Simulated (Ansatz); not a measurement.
## Ir: energy along a strain

Ir, Fm-3m, a = 3.839 Å (as given, not relaxed at this level: 9.1 GPa). Ansatz: PBE, PAW, 420 eV, Γ-centred 22×22×22 mesh on 1 atom, Gaussian smearing 0.15 eV; no spin polarisation. Cell vectors (Å): 0.000 1.920 1.920; 1.920 0.000 1.920; 1.920 1.920 0.000. The cell is strained by x per cent times the pattern (0 0 1 0 0 0) in the order xx yy zz yz xz xy (engineering shears), with fractional coordinates held. y is the free energy over the start, V0 = 14.149 Å³/atom. Points with a strain past 8.5 % were computed too (3) and aren't used here.

| x (%) | y (meV/atom) |
| --- | --- |
| -7.50 | ? |
| -5.00 | 119.30 |
| -2.50 | 38.84 |
| 0.00 | 0.00 |
| 2.50 | -3.37 |
| 5.00 | 23.41 |
| 7.50 | 75.35 |

Question: Fit y = c1 x + c2 x² + c3 x³ to the other rows, get the stiffness along the pattern, and predict the missing energy.

Answer: Least squares on the rows shown. y = −8.1279 x + 2.8552 x² − 0.057699 x³. The clamped-ion stiffness p·C·p = 2 × 28.55 eV × 160.2 / 14.149 Å³ = 647 GPa, which is C33 in these axes (C11 of the cubic crystal) (second derivative at the start, which stands under stress). At x = -7.50 the fit asked for gives 245.91 meV/atom. The run gave 247.98 meV/atom, so the fit is 2.07 meV/atom too low, 0.82 % of the span of the series, against an rms of 0.12 meV/atom on the fitted rows. The row lies outside the fitted range. With a term in x⁴ added, a fit to the same known rows predicts 248.00 meV/atom, so most of the miss is curvature that the known rows already hold.

Spin–orbit coupling is left out, which can shift energies with elements as heavy as these.